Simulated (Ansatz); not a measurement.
A run of Ansatz 0.2.0 is set up as follows.

File input.yaml:

```yaml
crystal:
  lattice:
    - [4.7500698238, 0.0, 0.0]
    - [-2.3750349119, 4.1136811372, 0.0]
    - [0.0, 0.0, 2.82624427]
  atoms:
    - { symbol: Ti, position: [0.6666666667, 0.3333333333, 0.5] }
    - { symbol: Ti, position: [0.3333333333, 0.6666666667, 0.5] }
    - { symbol: Ti, position: [0.0, 0.0, 0.0] }
hamiltonian:
  xc: pbe
  pseudopotentials: { kind: paw }
kpoints:
  mp_grid: { grid: [7, 7, 9] }
scf:
  occupations: { method: fermi_dirac, width: 0.05 }
output:
  forces: true
  stress: true
  eigenvalues: true
relax:
  f_tol: 0.01
  max_steps: 40
```

Potentials or basis: Ansatz PAW.

Launch:

```console
$ ansatz run input.yaml --threads 2 --pin off --max-ram 5632MiB --backend cpu --events-out ev --progress --plain --runs-dir out
```

(1) Predict the band gap on the k mesh.

Answers

(1) none (metal or under the smearing width).

Caveat: the relaxation stopped at its first step, so nothing moved.
